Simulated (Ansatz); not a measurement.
Input and command of a plane-wave DFT calculation in Ansatz:

```yaml
crystal:
  lattice:
    - [2.8200300622, 0.0, 4.8006775721]
    - [2.8200300622, 0.0, -4.8006775721]
    - [-2.8200300622, 5.0340061977, 0.0]
  atoms:
    - { symbol: Au, position: [0.2930680239, 0.0430680239, 0.3361360478] }
    - { symbol: Au, position: [0.2930680239, 0.0430680239, 0.8361360478] }
    - { symbol: Au, position: [0.7930680239, 0.5430680239, 0.3361360478] }
    - { symbol: Au, position: [0.7930680239, 0.5430680239, 0.8361360478] }
    - { symbol: Au, position: [0.7069319761, 0.9569319761, 0.6638639522] }
    - { symbol: Au, position: [0.7069319761, 0.9569319761, 0.1638639522] }
    - { symbol: Au, position: [0.2069319761, 0.4569319761, 0.6638639522] }
    - { symbol: Au, position: [0.2069319761, 0.4569319761, 0.1638639522] }
basis:
  ecutwfc: 420
kpoints:
  mp_grid: { grid: [8, 8, 8] }
hamiltonian:
  xc: pbesol
scf:
  occupations: { method: gaussian, width: 0.15 }
output:
  forces: true
  stress: true
  eigenvalues: true
```

```bash
ansatz run input.yaml --threads 2 --pin off --max-ram 5120MiB --backend cpu --events-out ev --progress --plain --runs-dir out
```

Processor: Arm Neoverse V1, 2 threads, on a host shared with other jobs.

Task: How long does it run, and how much memory does it take?

Result: About 34 s on 2 threads of Arm Neoverse V1, with other jobs on the host, peak memory 0.98 GiB. It solves 92 bands at 95 k points (the mesh reduced by the symmetry that the task leaves, which can be less than the crystal's) with about 2673 plane waves, in 6 SCF iterations.
